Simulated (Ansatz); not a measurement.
# Ionic part of the dielectric constant of WS2, mode by mode

Level of theory: DFT PBE, scalar-relativistic, plane waves, PAW (Ansatz). Plane waves to 420 eV; Γ-centred k mesh 12×12×2; fixed occupations. No spin polarisation. Phonons by linear response, acoustic sum rule imposed.

Space group P6_3/mmc (No. 194), hexagonal, a = 3.188 Å, c = 14.880 Å. Around W lie 6 S at 2.42 Å; around S lie 3 W at 2.42 Å.

It comes from a database structure that was distorted and then relaxed. Spin–orbit coupling is left out, which matters for heavy elements. Modes under 40 cm⁻¹ are poorly fixed. No dispersion correction is applied, so modes and constants that involve weak contacts between layers, chains or molecules come out too soft.

The primitive cell has V = 130.95 Å³ and ε∞,xx = 11.612. Each polar mode adds Δε = (4.92064×10⁷/V)·S/ν² along x, with S its oscillator strength in e²/amu, ν in cm⁻¹ and V in Å³.

Question: From these modes, find each Δε and ε0,xx.
```csv
ν (cm⁻¹),S_xx (e²/amu)
344.24,0.01046
```

Answer:
```json
{"ν (cm⁻¹)": "344.24", "Δε": "0.03"}
```

The sum is 0.03, so ε0,xx = 11.64; the run's tensor has 11.64.

Question: Where do the longitudinal modes lie for a wave vector along x?

Answer: At 344.73 cm⁻¹. The Lyddane–Sachs–Teller product Π(ν_LO/ν_TO)² = 1.00 agrees with ε0/ε∞ = 1.00.
